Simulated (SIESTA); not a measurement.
Runs of SIESTA 5.4.2 on CdSe. The structure is cubic, space group F-43m (No. 216). Conventional cell: a = 6.141 Å, b = 6.141 Å, c = 6.141 Å, α = 90.00°, β = 90.00°, γ = 90.00°. Cd (site symmetry -43m) has 4 Se at 2.66 Å as nearest neighbours. Se (site symmetry -43m) has 4 Cd at 2.66 Å as nearest neighbours. Measurements of this composition are mostly on another form, of space group No. 186.

```csv
level,potentials or basis,spin,k mesh,gap on the mesh (eV),pressure (GPa)
PBE,"PseudoDojo 0.4 standard (PBE files), DZP (energy shift 0.003 Ry; two zetas on semicore shells)",off,8 × 8 × 8,0.78,1.4
PBE,"PseudoDojo 0.4 standard (PBE files, fully relativistic), DZP (energy shift 0.003 Ry; two zetas on semicore shells)","non-collinear, zero start, SOC",6 × 6 × 6,(a),1.4
PBE,"PseudoDojo 0.4 standard (PBE files), TZP (energy shift 0.003 Ry; two zetas on semicore shells)",off,8 × 8 × 8,0.69,(c)
LDA,"PseudoDojo 0.4 standard (LDA files), DZP (energy shift 0.003 Ry; two zetas on semicore shells)",off,8 × 8 × 8,0.52,-3.1
PBE,"PseudoDojo 0.4 standard (PBE files), TZDP (energy shift 0.003 Ry; two zetas on semicore shells)",off,8 × 8 × 8,0.71,(b)
```

Alike in all rows: task band structure; cell as given; smearing fermi-dirac 0.05 eV; grid cutoff 800 Ry; energy shift 0.003 Ry.

Question: Fill in the values left out.

Answer: (a) 0.66; (b) 1.8; (c) 1.6.

Caveats: the basis of atomic orbitals isn't converged, which shifts pressures, moduli and gaps.

A k mesh can miss the band edges, and rows without SOC leave out spin-orbit coupling on Cd, Se.
